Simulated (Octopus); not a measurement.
Au in Octopus: convergence with grid spacing

Input of the first run (grid spacing 0.28779 Å); the others differ in this setting and in those tied to it:

The input inp:

```
CalculationMode = gs
UnitsOutput = eV_Angstrom
PeriodicDimensions = 3
ExperimentalFeatures = yes
PseudopotentialSet = pseudodojo_lda
%Species
 "Au" | species_pseudo | hubbard_l | 2 | hubbard_u | 6.2*eV
%
%LatticeParameters
 1*angstrom | 1*angstrom | 1*angstrom
%
%LatticeVectors
 0 | 2.035 | 2.035
 2.035 | 0 | 2.035
 2.035 | 2.035 | 0
%
%ReducedCoordinates
 "Au" | 0 | 0 | 0
%
%Spacing
 0.28779246*angstrom | 0.28779246*angstrom | 0.28779246*angstrom
%
DerivativesOrder = 8
%KPointsGrid
 8 | 8 | 8
%
KPointsUseSymmetries = yes
XCFunctional = lda_x + lda_c_pw_mod
DFTULevel = dft_u_empirical
AOTruncation = ao_box
SmearingFunction = spline_smearing
Smearing = 0.1*eV
ExtraStates = 7
Eigensolver = chebyshev_filter
ConvRelDens = 1e-6
MaximumIter = 120
%Output
 density | cube
 elf | cube
 potential | cube
 occ_matrices
%
```

Potentials or basis: pseudodojo_lda (PseudoDojo 0.4, LDA).

The run is started by

```bash
$ OMP_NUM_THREADS=1 octopus > out.log
```

Hardware: 1 thread of Arm Neoverse V2 (shared host).

```csv
grid spacing,"energy less the tightest run, at zero smearing (meV/atom)",SCF cycles,CPU time (s),peak memory (GiB)
0.28779 Å,-216.40,10,11,0.11
0.26163 Å,2602.32,10,14,0.13
0.22138 Å,-0.08,10,24,0.17
0.19186 Å,393.28,10,36,0.21
0.16929 Å,333.95,10,53,0.27
0.15147 Å,237.61,10,75,0.33
0.13704 Å,81.49,12,110,0.41
0.11991 Å,0.00,13,180,0.54
```

Not settled before the last step: the energy (to 1 meV/atom). The tightest run that finished is the yardstick and may itself not be fully converged.

Caveat, for the tightest run too: U acts on the potentials' truncated atomic orbitals, so values differ from other programs' at the same U, and they weren't checked against one; U without spin polarisation on a metal has little footing; the U is typed as a test and isn't derived for this compound. Spin-orbit coupling is left out, which matters for the levels of Au.
